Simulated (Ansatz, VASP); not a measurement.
**One calculation of Ge, two programs**

Contents of INCAR:

```
SYSTEM = Ge
  PREC = Accurate
  ENCUT = 520
  EDIFF = 1E-7
  ISMEAR = -1
  SIGMA = 0.05
  LREAL = .FALSE.
  LASPH = .TRUE.
  NELM = 80
  ALGO = Normal
  ISIF = 2
  LWAVE = .FALSE.
  LCHARG = .FALSE.
  GGA = PE
  NBANDS = 21
```

Contents of KPOINTS:

```
regular mesh
0
G
  11 11 11
  0 0 0
```

Contents of POSCAR:

```
Ge
1.0
   -2.4449470096      2.5967485709      1.4076133202
    2.4449470096     -2.5967485709      1.4076133202
    2.4449470096      2.5967485709     -1.4076133202
Ge
2
Direct
    0.3140570000      0.0640570000      0.2500000000
    0.6859430000      0.9359430000      0.7500000000
```

File input.yaml:

```yaml
crystal:
  lattice:
    - [-2.4449470096, 2.5967485709, 1.4076133202]
    - [2.4449470096, -2.5967485709, 1.4076133202]
    - [2.4449470096, 2.5967485709, -1.4076133202]
  atoms:
    - { symbol: Ge, position: [0.314057, 0.064057, 0.25] }
    - { symbol: Ge, position: [0.685943, 0.935943, 0.75] }
hamiltonian:
  xc: pbe
  pseudopotentials: { kind: paw }
kpoints:
  mp_grid: { grid: [11, 11, 11] }
scf:
  occupations: { method: fermi_dirac, width: 0.05 }
output:
  forces: true
  stress: true
  eigenvalues: true
```

Change from the starting cell: volume scaled by 0.94.

Alike in both runs: task single point; functional PBE; k mesh 11 × 11 × 11; occupations fermi-dirac, width 0.05 eV; no spin polarisation.

|  | VASP | Ansatz |
| --- | --- | --- |
| version | VASP 6.6.1 | Ansatz 0.2.0 |
| potentials or method | VASP PAW PBE potentials, release 64 (Ge_d) | Ansatz PAW |
| plane-wave cutoff (eV) | 520 | 420 |
| valence electrons in the cell | 28 | 28 |

|  | VASP | Ansatz | Ansatz less VASP |
| --- | --- | --- | --- |
| gap on the k mesh at the Fermi level (eV) | none | none | - |
| pressure (GPa) | 6.4 | 6.4 | -0.04 |
| largest component of the traceless stress (GPa) | 1.29 | 1.28 | -0.005 |
| rms of the force components (eV/Å) | 0.027 | 0.027 | -0.0001 |

Atom by atom the forces differ by 0.000 eV/Å (rms over components). A gap of «none» marks a metal or a gap that the smearing closes.
